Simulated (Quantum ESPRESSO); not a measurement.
# AlN (P6_3mc) in Quantum ESPRESSO: a series of runs, part 2 of 2

Quantum ESPRESSO 7.5. Earlier steps stand in the parts before.

## (3) Phonons, PBE

pw.in reads:

```
&CONTROL
  calculation = 'scf'
  prefix = 'pwscf'
  outdir = './tmp'
  pseudo_dir = './pseudo'
  tprnfor = .true.
  tstress = .true.
  disk_io = 'low'
/
&SYSTEM
  ibrav = 0
  nat = 4
  ntyp = 2
  ecutwfc = 40
  ecutrho = 240
  nbnd = 14
  occupations = 'smearing'
  smearing = 'fd'
  degauss = 0.00367493
/
&ELECTRONS
  conv_thr = 8d-10
  electron_maxstep = 120
  mixing_beta = 0.5
/
ATOMIC_SPECIES
Al    26.9815 Al.GGA_PBE-JTH.UPF
N     14.0070 N.GGA_PBE-JTH.UPF
CELL_PARAMETERS angstrom
   3.1130000000    0.0000000000    0.0000000000
  -1.5565000000    2.6959370820    0.0000000000
   0.0000000000    0.0000000000    4.9810000000
ATOMIC_POSITIONS crystal
Al     0.6666666667    0.3333333333    0.5000000000
Al     0.3333333333    0.6666666667    0.0000000000
N      0.6666666667    0.3333333333    0.8800000000
N      0.3333333333    0.6666666667    0.3800000000
K_POINTS automatic
6 6 4 0 0 1
```

relax.in reads:

```
&CONTROL
  calculation = 'vc-relax'
  prefix = 'pwscf'
  outdir = './tmp'
  pseudo_dir = './pseudo'
  tprnfor = .true.
  tstress = .true.
  disk_io = 'low'
  nstep = 40
  forc_conv_thr = 0.0001
  etot_conv_thr = 1d-06
/
&SYSTEM
  ibrav = 0
  nat = 4
  ntyp = 2
  ecutwfc = 40
  ecutrho = 240
  nbnd = 14
  occupations = 'smearing'
  smearing = 'fd'
  degauss = 0.00367493
/
&ELECTRONS
  conv_thr = 8d-10
  electron_maxstep = 120
  mixing_beta = 0.5
/
&IONS
  ion_dynamics = 'bfgs'
/
&CELL
  cell_dynamics = 'bfgs'
  press = 0
  press_conv_thr = 0.2
/
ATOMIC_SPECIES
Al    26.9815 Al.GGA_PBE-JTH.UPF
N     14.0070 N.GGA_PBE-JTH.UPF
CELL_PARAMETERS angstrom
   3.1130000000    0.0000000000    0.0000000000
  -1.5565000000    2.6959370820    0.0000000000
   0.0000000000    0.0000000000    4.9810000000
ATOMIC_POSITIONS crystal
Al     0.6666666667    0.3333333333    0.5000000000
Al     0.3333333333    0.6666666667    0.0000000000
N      0.6666666667    0.3333333333    0.8800000000
N      0.3333333333    0.6666666667    0.3800000000
K_POINTS automatic
6 6 4 0 0 1
```

scf2.in reads:

```
&CONTROL
  calculation = 'scf'
  prefix = 'pwscf'
  outdir = './tmp'
  pseudo_dir = './pseudo'
  tprnfor = .true.
  tstress = .true.
  disk_io = 'low'
/
&SYSTEM
  ibrav = 0
  nat = 4
  ntyp = 2
  ecutwfc = 40
  ecutrho = 240
  nbnd = 14
  occupations = 'fixed'
/
&ELECTRONS
  conv_thr = 1d-13
  electron_maxstep = 120
  mixing_beta = 0.5
  startingpot = 'file'
  startingwfc = 'file'
/
ATOMIC_SPECIES
Al    26.9815 Al.GGA_PBE-JTH.UPF
N     14.0070 N.GGA_PBE-JTH.UPF
CELL_PARAMETERS angstrom
   3.1132466738    0.0000000000    0.0000000000
  -1.5566233369    2.6961507078    0.0000000000
   0.0000000000    0.0000000000    4.9840680030
ATOMIC_POSITIONS crystal
Al     0.6666666667    0.3333333333    0.4990583428
Al     0.3333333333    0.6666666667   -0.0009416572
N      0.6666666667    0.3333333333    0.8809416572
N      0.3333333333    0.6666666667    0.3809416572
K_POINTS automatic
6 6 4 0 0 1
```

ph.in reads:

```
phonons of AlN
&INPUTPH
  prefix = 'pwscf'
  outdir = './tmp'
  tr2_ph = 1d-16
  fildyn = 'dyn'
  niter_ph = 60
  alpha_mix(1) = 0.7
  epsil = .true.
/
0.0000000000 0.0000000000 0.0000000000
```

dynmat.in reads:

```
&INPUT
  fildyn = 'dyn'
  asr = 'crystal'
  lperm = .true.
  filout = 'dynmat.disp'
  fileig = 'dynmat.eig'
/
```

dynmat_lo.in reads:

```
&INPUT
  fildyn = 'dyn'
  asr = 'crystal'
  filout = 'dynmat_lo.disp'
  fileig = 'dynmat_lo.eig'
  q(1) = 0
  q(2) = 0
  q(3) = 1
/
```

Potentials or basis: JTH 2.0 PBE.

On the command line:

```
OMP_NUM_THREADS=1 pw.x -in pw.in > pw.out
OMP_NUM_THREADS=1 pw.x -in relax.in > relax.out
OMP_NUM_THREADS=1 pw.x -in scf2.in > scf2.out
OMP_NUM_THREADS=1 ph.x -in ph.in > ph.out
OMP_NUM_THREADS=1 dynmat.x -in dynmat.in > dynmat.out
OMP_NUM_THREADS=1 dynmat.x -in dynmat_lo.in > dynmat_lo.out
```

pw.out:

```text
This program is part of the open-source Quantum ESPRESSO suite
     for quantum simulation of materials; please cite
         "P. Giannozzi et al., J. Phys.:Condens. Matter 21 395502 (2009);
         "P. Giannozzi et al., J. Phys.:Condens. Matter 29 465901 (2017);
         "P. Giannozzi et al., J. Chem. Phys. 152 154105 (2020);
     in publications or presentations arising from this work. More details at

     file Al.GGA_PBE-JTH.UPF: wavefunction(s)  3S 0S 3P 0P renormalized
     file N.GGA_PBE-JTH.UPF: wavefunction(s)  0S 0P renormalized
     Message from routine setup:
     using ibrav=0 with symmetry is DISCOURAGED, use correct ibrav instead

     G-vector sticks info
     --------------------
     sticks:   dense  smooth     PW     G-vecs:    dense   smooth      PW
     Sum         583     379    121                17789     9619    1725

     Using Slab Decomposition

     bravais-lattice index     =            0
     lattice parameter (alat)  =       5.8827  a.u.
     unit-cell volume          =     282.0993 (a.u.)^3
     number of atoms/cell      =            4
     number of atomic types    =            2
     number of electrons       =        16.00
     number of Kohn-Sham states=           14
     kinetic-energy cutoff     =      40.0000  Ry
     charge density cutoff     =     240.0000  Ry
     scf convergence threshold =      8.0E-10
     mixing beta               =       0.5000
[... 90 lines left out ...]

     negative rho (up, down):  4.576E-04 0.000E+00
[... 94 lines left out ...]
     iteration # 12     ecut=    40.00 Ry     beta= 0.50
     Davidson diagonalization with overlap
     ethr =  8.79E-12,  avg # of iterations =  1.5

     negative rho (up, down):  3.987E-04 0.000E+00

     End of self-consistent calculation

          k = 0.0000 0.0000 0.0781 (  1189 PWs)   bands (ev):

    -7.9976  -6.0313   1.3457   6.3110   6.3110   6.7654   6.9144   6.9144
    11.6131  13.8049  17.6344  18.2429  18.2429  19.7302
[... 23 lines left out ...]
    -6.4293  -5.8891   2.1716   2.7167   4.8604   5.6495   6.1022   6.1405
    12.7307  13.4723  16.2421  17.1294  18.4352  19.1626

          k = 0.0000-0.5774 0.0781 (  1218 PWs)   bands (ev):

    -6.0699  -5.4271   1.5956   2.7509   4.0112   5.0965   5.5612   6.3928
    12.6210  12.9728  15.7531  17.0927  18.1940  19.4001

          k = 0.0000-0.5774 0.2344 (  1208 PWs)   bands (ev):

    -5.8652  -5.5948   1.4039   1.8467   5.2059   5.4249   5.9557   6.0448
    12.1035  12.8557  16.1503  16.8680  18.4671  19.3433

          k = 0.1667 0.2887 0.0781 (  1211 PWs)   bands (ev):
[... 26 lines left out ...]
    -5.5294  -5.5294   2.4021   2.4021   2.8807   3.7419   6.1423   6.1423
    13.8062  15.0730  15.1994  15.1994  19.0078  19.0078

     the Fermi energy is     9.4573 ev

!    total energy              =    -135.84322206 Ry
     total all-electron energy =      -135.843222 Ry
     estimated scf accuracy    <          3.1E-11 Ry
     smearing contrib. (-TS)   =       0.00000000 Ry
     internal energy E=F+TS    =    -135.84322206 Ry

     The total energy is F=E-TS. E is the sum of the following terms:
     one-electron contribution =      -1.33467873 Ry
     hartree contribution      =      11.44434849 Ry
     xc contribution           =     -16.07786932 Ry
     ewald contribution        =     -43.48644829 Ry
     one-center paw contrib.   =     -86.38857421 Ry

     convergence has been achieved in  12 iterations

     negative rho (up, down):  3.987E-04 0.000E+00

     Forces acting on atoms (cartesian axes, Ry/au):

     atom    1 type  1   force =     0.00000000    0.00000000   -0.00517558
     atom    2 type  1   force =     0.00000000    0.00000000   -0.00517558
     atom    3 type  2   force =     0.00000000    0.00000000    0.00517558
     atom    4 type  2   force =     0.00000000   -0.00000000    0.00517558

     Total force =     0.010351     Total SCF correction =     0.000001

     Computing stress (Cartesian axis) and pressure

     negative rho (up, down):  3.987E-04 0.000E+00
          total   stress  (Ry/bohr**3)                   (kbar)     P=        2.12
  -0.00002229  -0.00000000   0.00000000           -3.28       -0.00        0.00
  -0.00000000  -0.00002229   0.00000000           -0.00       -3.28        0.00
   0.00000000   0.00000000   0.00008787            0.00        0.00       12.93

=------------------------------------------------------------------------------=
   JOB DONE.
=------------------------------------------------------------------------------=
```

relax.out:

```text
This program is part of the open-source Quantum ESPRESSO suite
     for quantum simulation of materials; please cite
         "P. Giannozzi et al., J. Phys.:Condens. Matter 21 395502 (2009);
         "P. Giannozzi et al., J. Phys.:Condens. Matter 29 465901 (2017);
         "P. Giannozzi et al., J. Chem. Phys. 152 154105 (2020);
[... 1643 lines left out ...]
  -0.00000000   0.00000051  -0.00000000           -0.00        0.08       -0.00
   0.00000000   0.00000000   0.00000143            0.00        0.00        0.21

=------------------------------------------------------------------------------=
   JOB DONE.
=------------------------------------------------------------------------------=
```

scf2.out:

```text
This program is part of the open-source Quantum ESPRESSO suite
     for quantum simulation of materials; please cite
         "P. Giannozzi et al., J. Phys.:Condens. Matter 21 395502 (2009);
         "P. Giannozzi et al., J. Phys.:Condens. Matter 29 465901 (2017);
         "P. Giannozzi et al., J. Chem. Phys. 152 154105 (2020);
[... 243 lines left out ...]
  -0.00000000   0.00000052   0.00000000           -0.00        0.08        0.00
  -0.00000000  -0.00000000   0.00000144           -0.00       -0.00        0.21

=------------------------------------------------------------------------------=
   JOB DONE.
=------------------------------------------------------------------------------=
```

Run time: 3.8 min. Hardware: 1 thread of Intel Xeon Platinum 8259CL at 2.50GHz (Skylake/Cascade Lake), shared host; peak memory 0.07 GiB.

What came out:

```yaml
Free_energy: -1848.2431 eV
Electronic_dielectric_tensor_diagonal: 4.50, 4.50, 4.67
Born_charges_mean_of_the_diagonal: Al +2.56; N -2.56 e
Highest_phonon_frequency_at_Γ_LO-TO_splitting_left_out: 724 cm⁻¹
Static_dielectric_tensor_diagonal: 8.01, 8.01, 9.40
```

Phonon frequencies in cm⁻¹ (negative: imaginary):
| q point | frequencies |
| --- | --- |
| (0.000, 0.000, 0.000) | 11 14 14 237 237 547 619 666 666 677 677 724 |

Electronic dielectric tensor:
```
4.50 0.00 0.00
0.00 4.50 0.00
0.00 0.00 4.67
```

Born effective charge tensors (e):
atom 1, Al
```
2.50 0.00 0.00
0.00 2.50 0.00
0.00 0.00 2.67
```
atom 2, Al
```
2.50 0.00 0.00
0.00 2.50 0.00
0.00 0.00 2.67
```
atom 3, N
```
-2.51  0.00  0.00
 0.00 -2.51  0.00
 0.00  0.00 -2.66
```
atom 4, N
```
-2.51  0.00  0.00
 0.00 -2.51  0.00
 0.00  0.00 -2.66
```

Optical modes at Γ, degenerate ones joined, polar ones without the macroscopic field:
```tsv
cm⁻¹	components	symmetry	active in	IR intensity, summed ((D/Å)²/amu)
237	2	E2	Raman	0.00
547	1	B1	silent	0.00
619	1	A1	IR and Raman	35.58
666	2	E2	Raman	0.00
676	2	E1	IR and Raman	63.00
724	1	B1	silent	0.00
```

Zone-centre frequencies without and with the macroscopic field along z (cm⁻¹):
```csv
,optical modes in rising order
without,237 237 547 619 666 666 676 676 724
with the field,237 237 547 666 666 676 676 724 878
```

Static dielectric tensor, electrons and zone-centre modes:
```
8.01 0.00 0.00
0.00 8.01 0.00
0.00 0.00 9.40
```

Caveat: the cutoff is too short for stress, so the log's stress isn't used; the cutoff is low for these files, which shifts pressure and relaxed volume.
